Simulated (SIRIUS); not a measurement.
The system is GaSb.

```xyz
2
Lattice="0.0000 3.0590 3.0590 3.0590 0.0000 3.0590 3.0590 3.0590 0.0000" Properties=species:S:1:pos:R:3 pbc="T T T"
Sb    4.5885    4.5885    4.5885
Ga    0.0000    0.0000    0.0000
```

Base run:

```yaml
Program: SIRIUS 7.12.0
Functional: PBEsol
Potentials_or_basis: PseudoDojo 0.4.1 PBEsol standard (scalar relativistic)
Cutoff: 1102 eV
Density_cutoff: 4408 eV
k_mesh: 8 × 8 × 8
Occupations: fermi-dirac, width 0.05 eV
Spin: no spin polarisation
```

Its results: pressure -0.1 GPa.

Problem. The run is repeated on the same cell with these changes: potentials or basis from PseudoDojo 0.4.1 PBEsol standard (scalar relativistic) to PseudoDojo 0.4.1 PBE standard (scalar relativistic); k mesh from 8 × 8 × 8 to 4 × 4 × 4. What comes out?

Solution. Pressure 0.6 GPa.

Caveats: some runs use coarse meshes; the potentials were made for another functional, which shifts forces and pressure (some runs).

Not every run made on this cell is shown here.
